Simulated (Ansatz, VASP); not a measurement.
# Na in VASP and in Ansatz

Contents of INCAR:

```
PREC = Accurate ; ENCUT = 520
EDIFF = 1E-8 ; ISMEAR = -1
SIGMA = 0.05 ; LREAL = False
LASPH = True ; NELM = 100
ALGO = Fast ; ISIF = 2
LWAVE = False ; LCHARG = False
GGA = PE ; LEFG = True
NBANDS = 14
```

File KPOINTS:

```
regular mesh
0
Gamma
  13 13 7
```

POSCAR

```
Na
1.0
    3.7160893377      0.0000000000      0.0000000000
   -1.8580446689      3.2182277692      0.0000000000
    0.0000000000      0.0000000000      6.0708276422
Na
2
Direct
    0.3333333333      0.6666666667      0.2500000000
    0.6666666667      0.3333333333      0.7500000000
```

Input for Ansatz:

```yaml
crystal:
  lattice:
    - [3.7160893377, 0.0, 0.0]
    - [-1.8580446689, 3.2182277692, 0.0]
    - [0.0, 0.0, 6.0708276422]
  atoms:
    - { symbol: Na, position: [0.3333333333, 0.6666666667, 0.25] }
    - { symbol: Na, position: [0.6666666667, 0.3333333333, 0.75] }
kpoints:
  mp_grid: { grid: [13, 13, 7] }
scf:
  occupations: { method: fermi_dirac, width: 0.05 }
hamiltonian:
  xc: pbe
  pseudopotentials: { kind: paw }
output:
  forces: true
  stress: true
  eigenvalues: true
  efg: { contact_densities: true }
```

Change from the starting cell: volume scaled by 0.96, PAW files.

Alike in both runs: task electric field gradients; functional PBE; k mesh 13 × 13 × 7; occupations fermi-dirac, width 0.05 eV; no spin polarisation.

```csv
,VASP,Ansatz
version,VASP 6.6.1,Ansatz 0.2.0
potentials or method,"VASP PAW PBE potentials, release 64 (Na_pv)","PAW with Ansatz's default frozen-core files, scalar-relativistic"
plane-wave cutoff (eV),520,420
valence electrons in the cell,14,18
```

|  | VASP | Ansatz | Ansatz less VASP |
| --- | --- | --- | --- |
| pressure (GPa) | 0.2 | 0.2 | 0.00 |
| largest component of the traceless stress (GPa) | 0.09 | 0.09 | -0.001 |
| Vzz of the field gradient on the site that differs most (V/Å²) | -0.3 | -0.3 | 0.00 |

The two sets of potentials don't hold the same shells in valence.
